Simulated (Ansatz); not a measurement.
# LiF, alloy series

Take LiF in the rock salt structure (space group Fm-3m, No. 225) as the base.

```xyz
2
Lattice="0.0000 2.0039 2.0039 2.0039 0.0000 2.0039 2.0039 2.0039 0.0000" Properties=species:S:1:pos:R:3 pbc="T T T"
Li     0.0000     0.0000     0.0000
F      2.0039     2.0039     2.0039
```

The other end (x = 1) is NaF in the rock salt structure (space group Fm-3m, No. 225): 12.40 Å³/atom, gap 6.20 eV.

Na replaces a fraction x of Li; each row is one arrangement (x, atoms in the cell, starting space group or random), fully relaxed.

Computed with PBEsol (Ansatz, an electronic-structure program), no spin-orbit coupling.

```json
[
 {"Na fraction x": "0", "volume per atom (Å³/atom)": "8.047"},
 {"Na fraction x": "0.25 (I4/mmm, 8 atoms)", "volume per atom (Å³/atom)": "9.332"},
 {"Na fraction x": "0.25 (C2/m, 8 atoms)", "volume per atom (Å³/atom)": "9.231"},
 {"Na fraction x": "0.667 (P-3m1, 6 atoms)", "volume per atom (Å³/atom)": "?"},
 {"Na fraction x": "0.75 (Pm-3m, 8 atoms)", "volume per atom (Å³/atom)": "11.518"},
 {"Na fraction x": "0.75 (I4/mmm, 8 atoms)", "volume per atom (Å³/atom)": "11.437"},
 {"Na fraction x": "1", "volume per atom (Å³/atom)": "12.400"}
]
```

Q: Fit V(x) = (1 − x) V(0) + x V(1) − b x(1 − x) with the ends held (b = 0 is Vegard's rule) to the rows shown and predict the withheld row.

A: Least squares on the printed values gives b = -0.83 Å³/atom, against 10.950 Å³/atom from the straight line alone (largest residual 0.060 Å³/atom); this predicts 11.135 Å³/atom, and the run gives 10.920 Å³/atom, 0.215 lower.

These are small ordered cells, not random alloys; other orderings at the same x differ. Stability against distortions was not tested.
